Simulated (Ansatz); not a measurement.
## SiO$_{2}$: enthalpy under pressure, worked through

These are results of DFT r2SCAN, scalar-relativistic, plane waves, PAW (Ansatz), not measurements. Settings: 500 eV cutoff, 6×6×6 k-mesh, Gaussian smearing of 0.02 eV, no spin polarisation.

Starting point, cell and atoms relaxed:

```xyz
12
Lattice="-4.4694 4.4694 2.6157 4.4694 -4.4694 2.6157 4.4694 4.4694 -2.6157" Properties=species:S:1:pos:R:3 pbc="T T T"
Si    1.5818    1.5818    0.0000
Si   -2.8875    2.8875    2.6157
Si    2.8875   -2.8875    2.6157
Si    2.8875    2.8875    2.6157
O     2.2347    2.2347    1.3079
O     2.2347   -2.2347    1.3079
O    -2.2347    2.2347    1.3079
O     2.2347    2.2347   -1.3079
O     1.8668    0.0000    0.0000
O     0.0000    7.0720    0.0000
O     0.0000    1.8668    0.0000
O     7.0720    0.0000    0.0000
```

Cell and atoms were relaxed at each target pressure within the start's symmetry (I4/mmm), at zero temperature; other phases can be more stable under pressure. H = E + PV with P the target; E is the free energy at the smearing used, whose derivative the pressure is, per atom and counted from zero pressure.

| P (GPa) | V (Å³/atom) | E − E0 (meV) | H − H0 (meV) |
| --- | --- | --- | --- |
| 0 | 17.417 | 0.0 | 0.0 |
| 1 | 17.293 | 0.4 | 108.3 |
| 4 | 16.941 | 5.8 | 428.7 |
| 12 | 16.107 | 46.8 | 1253.2 |
| 25 | 14.925 | 182.9 | 2511.7 |

Question: Thermodynamics gives dH/dP = V along a relaxed path. Integrate V over P by the trapezoid rule and compare with the computed enthalpies.

Answer: With 1 eV/Å³ = 160.22 GPa, each step adds the mean volume times ΔP / 160.22:
```tsv
P (GPa)	∫V dP (meV)	H − H0 (meV)	difference (meV)
1	108.3	108.3	0.0
4	428.8	428.7	0.1
12	1253.9	1253.2	0.7
25	2512.9	2511.7	1.1
```

V(P) curves upward, so the trapezoid rule runs high; integrating a smooth curve through the same points (P as a polynomial of degree 4 in ln V) puts that excess at about 1.4 meV at 25 GPa, against the 1.1 meV found.

Question: At 25 GPa, how much of the enthalpy change is stored energy and how much is the PV term?

Answer: E rises by 183 meV/atom and PV is 25 × 14.925 / 160.22 = 2329 meV/atom, so PV makes 93 % of ΔH. So between rival structures at high pressure a small difference in volume can outweigh the difference in energy: 1 % of this volume is worth 23.3 meV/atom at this pressure.

Question: What bulk modulus do the lowest pressures give?

Answer: From the pressures that the runs reached, -1.00 GPa (17.544 Å³) and 0.99 GPa (17.293 Å³), B = −ΔP/Δln V = 1.99 / 0.0144 = 138 GPa, a mean over that range.

Question: The gap is 6.062 eV at -1.00 GPa and 6.086 eV at 0.99 GPa. What pressure coefficient and volume deformation potential follow?

Answer: dE_g/dP = 12.1 meV/GPa, and a_V = dE_g/d ln V = −B dE_g/dP = -1.66 eV. The band edges lie at other k points in the two runs, so this is a mean over different edges. Gaps are generalised Kohn–Sham gaps over the whole zone.

This form isn't the usual stable structure of the compound.